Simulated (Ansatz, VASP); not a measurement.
# Be in VASP and in Ansatz

```
Be
1.0
     0.00000    2.28502    2.28502
     2.28502    0.00000    2.28502
     2.28502    2.28502    0.00000
Be
2
Cartesian
  -0.5713 -0.5713 -0.5713
  0.5713 0.5713 0.5713
```

Change from the starting cell: volume scaled by 0.85, LAPW.

Alike in both runs: task single point; functional LDA; k mesh 15 × 15 × 15; occupations fermi-dirac, width 0.08 eV; no spin polarisation.

```csv
,VASP,Ansatz
version,VASP 6.6.1,Ansatz 0.2.0
potentials or method,"VASP PAW LDA potentials, release 64 (Be), cutoff 520 eV","all-electron LAPW, scalar-relativistic"
```

Ansatz gave:

- pressure (GPa): 10.2

Question: Estimate VASP's values.

Answer: Pressure (GPa): 10.4.

Ansatz ran all-electron here, so the differences hold the error of VASP's frozen core and of both bases.
